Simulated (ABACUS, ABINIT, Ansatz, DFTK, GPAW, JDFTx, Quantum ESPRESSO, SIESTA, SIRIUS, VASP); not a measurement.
**One calculation of MgS, 10 ways**

```
S Mg
1.0
     0.00000    2.60165    2.60165
     2.60165    0.00000    2.60165
     2.60165    2.60165    0.00000
S Mg
1 1
Direct
  0.50000 0.50000 0.50000
  0.00000 0.00000 0.00000
```

Alike in all runs: task single point; functional PBEsol; k mesh 9 × 9 × 9; occupations fermi-dirac, width 0.05 eV; no spin polarisation; no spin-orbit coupling. Pressure is positive in compression and, in plane waves, holds the error of the finite cutoff.

```tsv
program and potentials	plane-wave cutoff (eV)	notes	pressure (GPa)
DFTK, PseudoDojo SR PBEsol 0.4.1 standard (PBEsol)	1143	8 valence electrons an atom on average	-0.89
Quantum ESPRESSO, GBRV 1.5 PBEsol	612	8 valence electrons an atom on average	-1.06
ABACUS, PseudoDojo NC SR 0.4.1 PBEsol standard, plane waves	1143	8 valence electrons an atom on average	-0.89
JDFTx, PseudoDojo-SR-PBEsol-0.4.1-standard with smoothed tails	1143	8 valence electrons an atom on average	-0.89
ABINIT, PseudoDojo NC SR PBEsol v0.4.1 standard	1143	8 valence electrons an atom on average	-0.89
SIESTA, files PseudoDojo sr-pbesol-0.4.1-standard, DZP (energy shift 0.003 Ry; two zetas on semicore shells)	-	atomic basis; 8 valence electrons an atom on average	1.22
Ansatz, all-electron LAPW, scalar-relativistic	-	-	-0.96
SIRIUS, PseudoDojo 0.4.1 PBEsol standard (scalar relativistic)	1152	8 valence electrons an atom on average	-0.88
GPAW, PAW data sets generated for this functional	800	8 valence electrons an atom on average	-0.90
VASP, PBE PAW files Mg, S, 520 eV	520	potentials made for PBE; 4 valence electrons an atom on average	?
```

**Question.** Estimate from the other rows what the run with VASP, PBE PAW files Mg, S, 520 eV gave.

**Answer.** Pressure -1.14 GPa. The other rows, which needn't bracket it: pressure -1.06 to 1.22.
